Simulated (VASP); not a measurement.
# SrO in VASP: one cell, several levels of theory

SrO built on the rocksalt prototype, under +1.0 % biaxial strain in the (111) plane, free along [111] is computed at one geometry. Runs: PBE, r2SCAN. The results are then set beside those of Ansatz 0.2.0 for the same cell.

Code: VASP 6.6.1. PAW datasets, plane waves. No spin polarisation and no zero-point or thermal motion.

## (1) The system as given

The cell comes from an earlier relaxation with r2SCAN in another program, then strained, with the atoms relaxed again.

It is trigonal, R-3m (No. 166); a = 3.685 Å, c = 8.876 Å in the conventional setting, 17.40 Å³ an atom. Around Sr lie 6 O at 2.59 Å; around O lie 6 Sr at 2.59 Å.

As a file:

```
CELL_PARAMETERS angstrom
-0.02885 2.57684 2.57684
2.57684 -0.02885 2.57684
2.57684 2.57684 -0.02885
ATOMIC_POSITIONS crystal
Sr 0.00000 0.00000 0.00000
O 0.50000 0.50000 0.50000
```

## (2) PBE

The input, INCAR:

```
ENCUT = 520.000000
SIGMA = 0.020000
EDIFF = 1.00e-07
GGA = PE
PREC = Accurate
IBRION = -1
ISIF = 2
ISMEAR = -1
NBANDS = 15
NELM = 120
NSW = 0
LASPH = .TRUE.
LCHARG = .TRUE.
LELF = .TRUE.
LWAVE = .FALSE.
LREAL = .FALSE.
```

The input, KPOINTS:

```
KPOINTS created by Atomic Simulation Environment
0
Gamma
8 8 8
0 0 0
```

The input, KPOINTS_OPT:

```
special points
7
Reciprocal
0.0000000000 0.0000000000 0.0000000000 1
0.5000000000 0.0000000000 0.5000000000 1
0.6250000000 0.2500000000 0.6250000000 1
0.3750000000 0.3750000000 0.7500000000 1
0.5000000000 0.5000000000 0.5000000000 1
0.5000000000 0.2500000000 0.7500000000 1
0.0000000000 0.5000000000 0.5000000000 1
```

The input, POSCAR:

```
Sr O
 1.0000000000000000
    -0.0288464045000000    2.5768448447000001    2.5768448447000001
     2.5768448447000001   -0.0288464045000000    2.5768448447000001
     2.5768448447000001    2.5768448447000001   -0.0288464045000000
 Sr  O
   1   1
Cartesian
  0.0000000000000000  0.0000000000000000  0.0000000000000000
  2.5624216424499995  2.5624216424499995  2.5624216424499990
```

The run uses the recommended PBE PAW datasets (16 valence electrons a neutral cell).

On the command line:

```
$ mpirun -np 1 vasp_std
```

## (3) r2SCAN at this geometry

The input, INCAR:

```
ENCUT = 520.000000
SIGMA = 0.010000
EDIFF = 1.00e-07
ALGO = Normal
METAGGA = R2SCAN
PREC = Accurate
IBRION = -1
ISIF = 2
ISMEAR = 0
NBANDS = 15
NELM = 120
NSW = 0
LASPH = .TRUE.
LCHARG = .TRUE.
LELF = .TRUE.
LWAVE = .FALSE.
LREAL = .FALSE.
```

KPOINTS is that of step 2.

KPOINTS_OPT is that of step 2.

POSCAR is that of step 2.

What does the calculation give? Wanted: for each run, gap; pressure; Ansatz: gap; Ansatz: pressure.

As calculated:

```
 level  gap (eV)  pressure (GPa)  Ansatz: gap (eV)  Ansatz: pressure (GPa)
   PBE      3.25            1.14              3.30                    0.62
r2SCAN      3.73           -0.71              3.78                   -1.20
```

What this shows: The gap spans 3.25 eV (PBE) to 3.73 eV (r2SCAN). The pressure is highest with PBE (1.1 GPa) and lowest with r2SCAN (-0.7 GPa), which orders the cells that they would relax to. The two programs agree on the gap within 0.06 eV, far less than the spread between functionals. Each program uses its own PAW datasets and cutoff.
